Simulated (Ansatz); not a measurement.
BN (started from an entry of an open crystallographic database), relaxed with r2SCAN in the PAW code Ansatz. It is cubic, F-43m (No. 216); conventional cell a = 3.610 Å, 5.88 Å³ an atom. B is surrounded by 4 N at 1.56 Å; N is surrounded by 4 B at 1.56 Å.

The axes x, y and z are those of this cell:
```
B N
1.0
     0.00000    1.80482    1.80482
     1.80482    0.00000    1.80482
     1.80482    1.80482    0.00000
B N
1 1
Direct
  0.00000 0.00000 0.00000
  0.25000 0.25000 0.25000
```

Unstrained: The PBE gap is indirect, 4.477 eV (Γ to X), below the direct gap of 8.852 eV at Γ. The r2SCAN gap is indirect, 5.003 eV (Γ to X), below the direct gap of 9.587 eV at Γ. With HSE06 the valence top lies at Γ and the conduction bottom at X, 5.794 eV higher; the smallest vertical gap, at Γ, is 10.592 eV. Meshes: PBE 12×12×12, r2SCAN 12×12×12, HSE06 8×8×8. Strains are changes of length per length, and xy shears are angles. After each strain the atoms were relaxed again with r2SCAN within the symmetry that the strain leaves, so tilts or polar shifts that break it weren't tested; points keep the names that they have in the unstrained zone. (Simulation; spin polarisation is off.)

Q: Estimate what xy shear, engineering strain (angle) +2.62 % does to the gap.

A: PBE: the gap goes from 4.477 to 4.371 eV (-0.106 eV); with r2SCAN the top three valence levels at Γ, degenerate before, become 1+1+1 from the top over 122 meV. r2SCAN: the gap goes from 5.003 to 4.894 eV (-0.109 eV). HSE06: the gap goes from 5.794 to 5.697 eV (-0.097 eV). The r2SCAN energy rises by 5.9 meV an atom.

Q: Estimate what isotropic +1.02 % on every length does to the gap.

A: PBE: the gap goes from 4.477 to 4.443 eV (-0.034 eV). r2SCAN: the gap goes from 5.003 to 4.963 eV (-0.040 eV). HSE06: the gap goes from 5.794 to 5.752 eV (-0.042 eV). The r2SCAN energy rises by 6.5 meV an atom.

The meshes of the hybrids are coarse, so their gaps aren't converged to the digits shown.

The splittings at Γ are without spin-orbit coupling, which regroups them where it is of like size or larger.
